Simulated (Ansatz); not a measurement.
# Magnetovolume effects in FeO

Wanted: energy and moment of FeO against volume, with typed moments, small moments and no spin.

Main program and level: Ansatz 0.2.0; PBE with U = 5.85 eV on Fe d, PAW (JTH files).

This is a report of a sequence of runs, with most program output left out.

In doubt: warnings of the run leave room for a lower electronic state, so energies may not be the lowest and differences between runs may mislead.

### Step 1. The starting structure

It takes space group I4/mmm (No. 139, tetragonal). The conventional cell has a = 3.204 Å, b = 3.204 Å, c = 4.167 Å, α = 90.00°, β = 90.00°, γ = 90.00°. Fe has 6 O at 2.08 to 2.27 Å nearest. O has 6 Fe at 2.08 to 2.27 Å nearest. Farther neighbours and most contacts between anions are not listed.

The cell comes from the Materials Project, a database of computed structures, and the real compound, where it exists, may take another one.

The cell of this run holds 4 atoms, 2 of them with a starting moment; values «a cell» refer to the cell of the run in question.

### Step 2. The collinear state

First a free collinear run, to see which state the typed moments lead to.

The input, input.yaml:

```yaml
crystal:
  lattice:
    - [2.6281662533, -1.6021035014, 0.0]
    - [2.6281662533, 1.6021035014, 0.0]
    - [-1.3498295265, 0.0, 5.080058609]
  atoms:
    - { symbol: Fe, position: [0.5, 0.5, 0.5], spin: 4.0 }
    - { symbol: Fe, position: [0.0, 0.0, 0.0], spin: 4.0 }
    - { symbol: O, position: [0.75, 0.75, 0.25] }
    - { symbol: O, position: [0.25, 0.25, 0.75] }
magnetization:
  spin_polarized: true
kpoints:
  mp_grid: { grid: [6, 6, 3] }
hamiltonian:
  xc: pbe
  pseudopotentials: { kind: paw, source: jth }
  hubbard: { sites: [{ species: Fe, l: d, u_eff: 5.85 }] }
scf:
  occupations: { method: fermi_dirac, width: 0.05 }
  max_iter: 120
  convergence: { dr2_threshold: 1.0e-08 }
```

The run is started by

```console
> ansatz run input.yaml --threads 1 --pin off --max-ram 2048MiB --backend cpu --events-out ev --progress --plain --runs-dir out
```

It took 3.7 min on 1 thread of Arm Neoverse V2, shared host; peak memory 1.3 GiB.

Spin moment in the atom's sphere by atom:

```csv
atom,spin moment in the atom's sphere (μB)
Fe1,3.45
Fe2,3.45
O3,0.15
O4,0.15
```

Tables count atoms from 1; parts of the log count from 0.

The run ends ferromagnetic, with a net moment of 8 μB a cell. Only this order was typed.

The cell's volume is scaled by the factor named; fractional positions stay, and energies count from the lowest run.

### Step 3. Factor 0.7, typed moments

Three starts at each size show whether high-spin, low-spin and non-magnetic states coexist. One mesh, built for the smallest cell, and one cutoff serve all sizes, so that energies can be subtracted.

The cell differs from the one that the last finished run ended in (a 3.078 → 2.733 Å, b 3.078 → 2.733 Å, c 5.256 → 4.667 Å).

input.yaml, the sections that differ from step 2:

```yaml
crystal:
  lattice:
    - [2.33355933, -1.42251411, 0.0]
    - [2.33355933, 1.42251411, 0.0]
    - [-1.19851904, 0.0, 4.51060437]
  atoms:
    - { symbol: Fe, position: [0.5, 0.5, 0.5], spin: 4.0 }
    - { symbol: Fe, position: [0.0, 0.0, 0.0], spin: 4.0 }
    - { symbol: O, position: [0.75, 0.75, 0.25] }
    - { symbol: O, position: [0.25, 0.25, 0.75] }
kpoints:
  mp_grid: { grid: [6, 6, 4] }
basis:
  ecutwfc: 1380.0
output:
  stress: true
# magnetization, hamiltonian, scf: as in step 2
```

Wall time 3.3 min (1 thread); peak memory 1.2 GiB.

The run was cut off at the time left to it in the session, and no result is taken from it.

### Step 4. Factor 0.7, starting moments cut to 30 %

The cell differs from the one that the last finished run ended in (a 3.078 → 2.733 Å, b 3.078 → 2.733 Å, c 5.256 → 4.667 Å).

Edit input.yaml of step 3 so:

```diff
@@ -6,4 +6,4 @@
   atoms:
-    - { symbol: Fe, position: [0.5, 0.5, 0.5], spin: 4.0 }
-    - { symbol: Fe, position: [0.0, 0.0, 0.0], spin: 4.0 }
+    - { symbol: Fe, position: [0.5, 0.5, 0.5], spin: 1.2 }
+    - { symbol: Fe, position: [0.0, 0.0, 0.0], spin: 1.2 }
     - { symbol: O, position: [0.75, 0.75, 0.25] }
```

The job ended after 3.3 min (1 thread; peak memory 1.1 GiB).

The run was cut off at the time left to it in the session, and no result is taken from it.

### Step 5. Side runs that gave no result

| changed | outcome |
| --- | --- |
| scf.initial_density.chi_scale | cut off at the time limit |
| magnetization; hamiltonian.pseudopotentials | refused or stopped by the program |

[Logs and program files are shortened in this print: banners, set-up blocks, solver, clock and traceback lines can be left out without a mark of their own.]

[Logs are printed without paths, hosts, clocks, repeated set-up lines and the standing remarks that a program may print on its own settings, such as how far it seeks lower states.]

[Hosts, paths, dates, database ids (printed as entryN), source tags and the programs' standing remarks are cut or masked in the printed files.]

[Where the input sets lower_state_search to off, the program did not look for lower states, so one may exist.]
